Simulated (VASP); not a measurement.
# SnSe: convergence, self-consistent run

SnSe, P1 (no. 1), 2 atoms in the cell. PBE; PAW potentials Sn_d, Se (PBE set). VASP 6.6.1. The atoms are moved at random off their ideal places.

Wanted: energy within 1 meV/atom; forces within 0.005 eV/Å; pressure within 0.1 GPa.

POSCAR:
```
SnSe
1.0
    0.0000000000      3.0100000000      3.0100000000
    3.0100000000      0.0000000000      3.0100000000
    3.0100000000      3.0100000000      0.0000000000
Sn Se
1 1
Direct
   -0.0031490000      0.0039450000      0.0013860000
    0.5038360000      0.4993160000      0.4990400000
```

## One numerical tag moved

| One numerical tag moved | Energy less reference (meV/atom) | Forces, largest deviation (eV/Å) | Pressure (GPa) | SCF iterations | Time (s) |
|---|---|---|---|---|---|
| default | 0.0 | 0.0000 | 0.98 | 14 | 69 |
| LMAXPAW = -1 | 0.1 | 0.0004 | 0.94 | 13 | 68 |
| LDIAG = F | 0.0 | 0.0000 | 0.98 | 12 | 69 |
| NBLK = 64 | 0.0 | 0.0000 | 0.98 | 14 | 69 |
| NDAV = 8 | 0.0 | 0.0000 | 0.98 | 14 | 73 |
| LMAXPAW = 0 | 0.0 | 0.0000 | 0.98 | 14 | 73 |
| NDAV = 2 | 0.0 | 0.0000 | 0.98 | 14 | 78 |
| LCORR = F | 0.0 | 0.0000 | 0.98 | 14 | 67 |
| EBREAK = 1e-10 | 0.0 | 0.0000 | 0.98 | 14 | 61 |

Chosen: default; no other choice that stays within half of the tolerance saves 30 % of the time.

## The input

INCAR:
```
PREC = Accurate
ENCUT = 520
EDIFF = 1E-7
ISMEAR = 0
SIGMA = 0.02
LREAL = F
LASPH = T
ALGO = Normal
NELM = 100
ISIF = 2
LWAVE = F
LCHARG = F
```

KPOINTS:
```
k-points
0
Gamma
  7 7 7
```

Commands:
```
cat potpaw_PBE.64/Sn_d/POTCAR potpaw_PBE.64/Se/POTCAR > POTCAR
mpirun -np 1 vasp_std > vasp.out
```

The chosen input took VASP 6.6.1 69 s on 1 core (Intel Xeon Platinum 8488C (Sapphire Rapids)), a shared host.
